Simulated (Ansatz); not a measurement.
# Lattice dynamics of Ca(100) slab, 3 layers, part 2 of 3

Task: relax Ca(100) slab, 3 layers, then find its harmonic phonons.

Ansatz 0.2.0; DFT PBE, scalar-relativistic, plane waves, PAW; PAW set soft_1.

So far: Set-up; Relaxation.

## (3) Relaxing to small forces for the phonons

Phonons need a cell at rest on their own settings, so the relaxation is repeated with tight tolerances on forces and stress on the k mesh and occupations of the first response run.

Input file input.yaml:

```yaml
crystal:
  lattice:
    - [2.7012052238, 2.7012052238, 0.0]
    - [-2.7012052238, 2.7012052238, 0.0]
    - [0.0, 0.0, 34.800026]
  atoms:
    - { symbol: Ca, position: [0.0, 0.0, 0.1869694497] }
    - { symbol: Ca, position: [0.5, 0.5, 0.2658043991] }
    - { symbol: Ca, position: [0.0, 0.0, 0.3446393485] }
  periodic: [true, true, false]
kpoints:
  mp_grid: { grid: [12, 12, 1] }
hamiltonian:
  xc: pbe
  pseudopotentials: { kind: paw, azcp: { folder: soft_1 } }
scf:
  occupations: { method: methfessel_paxton, width: 0.2 }
output:
  forces: true
  stress: true
  eigenvalues: true
  write_density: true
  write_potential: true
  elf: true
  volumetric_format: npy
relax:
  adjacent_minimum: "off"
  f_tol: 0.001
  max_steps: 60
  cell: { stress_2d_tol: 0.002 }
```

Run with:

```sh
$ ansatz run input.yaml --threads 4 --pin off --max-ram 16384MiB --backend cpu --events-out ev --progress --plain --runs-dir out
```

Numbers of over 12 decimals in the logs are rounded to 6 here.

Output:

```text
[...]
Crystal: 3 atoms, lattice volume = 507.837 Å³
Basis set: ecut = 420 eV, 9909 PW (Γ), exchange–correlation on 54×54×480 points (8 copies of the dense FFT grid, shifted against one another)
Bands: 19, of which v1, the nominal top of the filled ones, is band 15 counted from 1 (14 counted from 0)
Symmetry: 16 space group operations
[...]
k-points: 28 of 144
[...]
° read free of the cell's end (the report's vacuum.weakly_bound_levels)
--- Relaxed structure (3 steps of the walk, 3 accepted, 1 SCFs on fresh bases) ---
[...]
cell:  # Å, volume = 507.7006 Å³
    - [2.700841, 2.700841, 0.0]
    - [-2.700841, 2.700841, 0.0]
    - [0.0, 0.0, 34.800026]
  atoms:
    - { symbol: Ca, position: [0, 0, 0.187047] }
    - { symbol: Ca, position: [0.5, 0.5, 0.265804] }
    - { symbol: Ca, position: [0, 0, 0.344561] }
[key lines of the parts left out:]
SCF converged after 10 iterations
Free energy (F): -5449.727153 eV
Fermi energy:    -2.709121 eV
P = ½ c Tr σ = -0.0016 N/m
```

Wall time 30 s (4 threads of Arm Neoverse V1, shared host); peak memory 0.86 GiB; 1.8 min of CPU time.

Little changed from the start: no atom moved by 0.005 Å and no cell edge by 0.1 %.

This step gave:

```yaml
area_per_atom: 4.863 Å²
```

ELF in the ac plane at fractional y = 1.000, with atoms of Ca within 0.2 Å of it. It is the smooth field of the valence electrons, not physical close to the nuclei.

Values, 24 rows by 14 columns, each cell a mean:
```
0.00 0.00 0.00 0.00 0.00 0.00 0.00 0.00 0.00 0.00 0.00 0.00 0.00 0.00
0.00 0.00 0.00 0.00 0.00 0.00 0.00 0.00 0.00 0.00 0.00 0.00 0.00 0.00
0.00 0.00 0.00 0.00 0.00 0.00 0.00 0.00 0.00 0.00 0.00 0.00 0.00 0.00
0.00 0.00 0.00 0.00 0.00 0.00 0.00 0.00 0.00 0.00 0.00 0.00 0.00 0.00
0.00 0.00 0.00 0.00 0.00 0.00 0.00 0.00 0.00 0.00 0.00 0.00 0.00 0.00
0.00 0.00 0.00 0.00 0.00 0.00 0.00 0.00 0.00 0.00 0.00 0.00 0.00 0.00
0.00 0.00 0.00 0.00 0.00 0.00 0.00 0.00 0.00 0.00 0.00 0.00 0.00 0.00
0.00 0.00 0.00 0.00 0.00 0.00 0.00 0.00 0.00 0.00 0.00 0.00 0.00 0.00
0.00 0.00 0.00 0.00 0.00 0.00 0.00 0.00 0.00 0.00 0.00 0.00 0.00 0.00
0.00 0.00 0.00 0.00 0.00 0.00 0.00 0.00 0.00 0.00 0.00 0.00 0.00 0.00
0.00 0.00 0.00 0.00 0.00 0.00 0.00 0.00 0.00 0.00 0.00 0.00 0.00 0.00
0.00 0.00 0.00 0.00 0.00 0.00 0.00 0.00 0.00 0.00 0.00 0.00 0.00 0.00
0.00 0.00 0.00 0.00 0.00 0.00 0.00 0.00 0.00 0.00 0.00 0.00 0.00 0.00
0.06 0.07 0.07 0.07 0.07 0.07 0.07 0.07 0.07 0.07 0.07 0.07 0.07 0.06
0.13 0.12 0.11 0.12 0.18 0.29 0.38 0.42 0.37 0.25 0.16 0.11 0.11 0.12
0.80 0.81 0.73 0.45 0.13 0.10 0.29 0.42 0.23 0.08 0.19 0.56 0.78 0.81
0.42 0.40 0.33 0.27 0.28 0.38 0.47 0.51 0.45 0.34 0.27 0.28 0.36 0.40
0.70 0.69 0.67 0.62 0.54 0.44 0.36 0.34 0.38 0.47 0.57 0.64 0.68 0.70
0.40 0.38 0.33 0.30 0.33 0.41 0.48 0.51 0.47 0.38 0.32 0.30 0.34 0.38
0.82 0.83 0.77 0.48 0.13 0.10 0.29 0.41 0.23 0.08 0.20 0.59 0.81 0.83
0.19 0.16 0.12 0.11 0.16 0.28 0.40 0.44 0.37 0.24 0.14 0.11 0.14 0.17
0.08 0.08 0.08 0.09 0.09 0.09 0.10 0.10 0.10 0.09 0.09 0.09 0.08 0.08
0.00 0.00 0.00 0.00 0.00 0.00 0.00 0.00 0.00 0.00 0.00 0.00 0.00 0.00
0.00 0.00 0.00 0.00 0.00 0.00 0.00 0.00 0.00 0.00 0.00 0.00 0.00 0.00
```
Columns run along a (3.8 Å), rows up along c (34.8 Å). Atoms in or near the plane, at fractional coordinates: Ca at (0.00, 0.19), Ca at (0.00, 0.34).

Valence density in the ac plane at fractional y = 1.000, with atoms of Ca within 0.2 Å of it. It is the smooth field of the valence electrons, not physical close to the nuclei.

Ten steps, logarithmic in the rise over the least value, from '_' (0.0 e/Å³) to '@' (4.7 e/Å³), each cell a mean:
```
____________________________
____________________________
____________________________
____________________________
____________________________
____________________________
____________________________
____________________________
____________________________
____________________________
____________________________
____________________________
____________________________
____________________________
......__________________....
@@@@##++--........::--**%%@@
++++==::............::--==++
............................
====--::..............::--==
@@@@##++--........::--**%%@@
::::....______________..::::
____________________________
____________________________
____________________________
```
Columns run along a (3.8 Å), rows up along c (34.8 Å). Atoms in or near the plane, at fractional coordinates: Ca at (0.00, 0.19), Ca at (0.00, 0.34).

Electrostatic potential energy in the ac plane at fractional y = 1.000, with atoms of Ca within 0.2 Å of it. With pseudopotentials it is smooth inside the atoms' cores, unlike the true potential.

Ten even steps from '_' (-28 eV) to '@' (0 eV), each cell a mean:
```
@@@@@@@@@@@@@@@@@@@@@@@@@@@@
@@@@@@@@@@@@@@@@@@@@@@@@@@@@
@@@@@@@@@@@@@@@@@@@@@@@@@@@@
@@@@@@@@@@@@@@@@@@@@@@@@@@@@
@@@@@@@@@@@@@@@@@@@@@@@@@@@@
@@@@@@@@@@@@@@@@@@@@@@@@@@@@
@@@@@@@@@@@@@@@@@@@@@@@@@@@@
@@@@@@@@@@@@@@@@@@@@@@@@@@@@
@@@@@@@@@@@@@@@@@@@@@@@@@@@@
@@@@@@@@@@@@@@@@@@@@@@@@@@@@
@@@@@@@@@@@@@@@@@@@@@@@@@@@@
@@@@@@@@@@@@@@@@@@@@@@@@@@@@
@@@@@@@@@@@@@@@@@@@@@@@@@@@@
@@@@@@@@@@@@@@@@@@@@@@@@@@@@
%%%%%%%%@@@@@@@@@@@@@@%%%%%%
____..==##%%@@@@%%%%**::____
++**##%%%%@@@@@@@@@@%%##****
@@@@@@@@@@@@@@@@@@@@@@@@@@@@
**##%%%%@@@@@@@@@@@@@@%%####
______--**%%@@@@%%%%**::____
####%%%%@@@@@@@@@@@@@@%%%%##
@@@@@@@@@@@@@@@@@@@@@@@@@@@@
@@@@@@@@@@@@@@@@@@@@@@@@@@@@
@@@@@@@@@@@@@@@@@@@@@@@@@@@@
```
Columns run along a (3.8 Å; values clipped at the 3rd and 97th percentile), rows up along c (34.8 Å). Atoms in or near the plane, at fractional coordinates: Ca at (0.00, 0.19), Ca at (0.00, 0.34).

The largest force component left is 0.059 meV/Å, within the tolerances set.

## (4) Modes at Γ

The zone centre comes first: it holds the modes that light can see, as far as symmetry allows. No field response is asked, since the mesh shows no gap.

input.yaml, the sections that differ from step 3:

```yaml
crystal:
  lattice:
    - [2.7008411847, 2.7008411847, 0.0]
    - [-2.7008411847, 2.7008411847, 0.0]
    - [0.0, 0.0, 34.800026]
  atoms:
    - { symbol: Ca, position: [0.0, 0.0, 0.1870474833] }
    - { symbol: Ca, position: [0.5, 0.5, 0.2658043991] }
    - { symbol: Ca, position: [0.0, 0.0, 0.3445613149] }
  periodic: [true, true, false]
output:
  eigenvalues: true
phonons:
  method: dfpt
# kpoints, hamiltonian, scf: as in step 3
# relax: removed
```

Output:

```text
Warning: crystal.symmetry: narrowed to the stabiliser of the run's FFT grids — unitary ops 16 → 8. A phonons.method: dfpt run fills in the rows of the dynamical matrix that it does not solve by its symmetry operations, which is exact only for operations that map its FFT grids onto themselves: filled in by any other, the frequencies could depend on the order in which like atoms are typed, or, by more than the grids' own error, on where the crystal sits among the grids' points. Excluded: 8 operations. The run can therefore solve more perturbations, solve them on more k-points, or both, and cost more. [rest of the remark cut]
[...]
Crystal: 3 atoms, lattice volume = 507.701 Å³
Basis set: ecut = 420 eV, 9909 PW (Γ), exchange–correlation on 54×54×480 points (8 copies of the dense FFT grid, shifted against one another)
Bands: 19, of which v1, the nominal top of the filled ones, is band 15 counted from 1 (14 counted from 0)
Symmetry: 16 space group operations
k-points: 43 of 144 (irreducible under 2 space group operations, time reversal used)
[...]
SCF iter   1: F=—  HF=-5450.593018 eV  |F-HF|=—  |Δ(HF+E_count)|=         —  Δρ=8.47e-3  dr2=6.50e0  ethr=3.10e-3  ⟨swp⟩=19.2  Hψ=20360  notcnv=0
[...]
SCF iter  12: F=-5449.727153 eV  HF=-5449.727153 eV  |F-HF|=6.55e-11  |Δ(HF+E_count)|=  5.34e-10  S|Δr|=    0.00e0  Δρ=2.50e-8  dr2=4.55e-12  ethr=1.00e-12  ⟨swp⟩=18.4  Hψ=7620  notcnv=0
SCF 1 converged in 12 iterations: F = -5449.727153 eV  dr2 = 4.55e-12
[...]
DFPT response loops at Γ: preconditioner auto → none (partly filled bands, converged f_vac=0.684); β = 0.50; Broyden in place of MSR1
SCF converged after 12 iterations
[...]
Free energy (F): -5449.727153 eV
[...]
Internal energy: -5449.726234 eV  (E = F + TS)
E sigma→0 (E₀):  -5449.726923 eV
Entropy (-TS):   -0.000920 eV (-0.307 meV/atom)
Fermi energy:    -2.709123 eV
[...]
--- Band table (eV; the first three rows and the last of 43) ---
  k-point 0: bands = [... 11 lower, -25.4536, -6.4827, -5.5013, -4.1143, -2.4183, -2.1737, -2.0866, -1.7119 (-1.7119°), ... 4 higher]
  k-point 1: bands = [... 11 lower, -25.4531, -6.4008, -5.4231, -4.0418, -2.3873, -2.1394, -2.0761, -1.7077 (-1.7077°), ... 4 higher]
  k-point 2: bands = [... 11 lower, -25.4518, -6.1596, -5.1943, -3.8316, -2.3049, -2.1490, -1.9798, -1.7260, ... 4 higher]
  k-point 42: bands = [... 11 lower, -25.4944, -2.9971, -2.9349, -2.6331, -2.1925, -2.1925, -1.9703, -1.9703, ... 4 higher]
  ° read free of the cell's end (the report's vacuum.weakly_bound_levels)
--- Phonons (Γ-DFPT): 6 representative perturbations + reference, on 43 of 144 k-points (Σ response iterations 32) ---
  ASR residual: 4.658e-5 → 0.000e0 eV/Å²; symmetrization residual: 6.964e-6 eV/Å²
  The last average, over the group as it would stand without the narrowing to the FFT grids, took up to 2.125e-6 eV/Å² of the zone centre's force constants
  ASR residual per site (eV/Å²): 9.73e-6 4.66e-5 8.48e-6
  Γ frequencies (cm⁻¹): 0.00 0.00 0.00 67.02 67.02 88.19 115.38 115.38 154.19
  non-analytic LO–TO correction: not included (Born effective charges unavailable; polar crystals: no LO–TO splitting at Γ)
```

Wall time 2.1 min (4 threads); peak memory 1.9 GiB; 7.7 min of CPU time.

Reading the cycles: dr2 is the Hartree energy of the density residual (eV), the measure of convergence; HF is the Harris–Foulkes estimate of the energy, which meets the free energy F at convergence.

This step gave:

- sum-rule residual before enforcement: 4.66e-5 eV/Å²
- point group: 4/mmm
- highest optical mode at the zone centre (no LO-TO term): 154.2 cm⁻¹
- lowest optical zone-centre mode: 67.02 cm⁻¹

Patterns of degenerate modes are one choice out of their space. Modes at Γ:

```
mode  frequency (cm⁻¹)  symmetry
   1               0.0  acoustic
   2               0.0  acoustic
   3               0.0  acoustic
   4              67.0        Eg
   5              67.0        Eg
   6              88.2       A1g
   7             115.4        Eu
   8             115.4        Eu
   9             154.2       A2u
```

Displacements in mode 4 (67.0 cm⁻¹), the largest set to 1:
```
Ca1  0.00  1.00  0.00
Ca2  0.00  0.00  0.00
Ca3  0.00 -1.00  0.00
```

Displacements in mode 6 (88.2 cm⁻¹), the largest set to 1:
```
Ca1  0.00  0.00  1.00
Ca2  0.00  0.00  0.00
Ca3  0.00  0.00 -1.00
```

Before it was imposed, the acoustic sum rule was missed by 4.7e-5 eV/Å². Small misses are needed for a sound result but don't prove that mesh and cutoff are converged. The lowest optical mode is real, 67.0 cm⁻¹.

[end of part 2 of 3]

[Logs are printed without paths, hosts, clocks, repeated set-up lines and the standing remarks that a program may print on its own settings, such as how far it seeks lower states.]

[Hosts, paths, dates, database ids (printed as entryN), source tags and the programs' standing remarks are cut or masked in the printed files.]
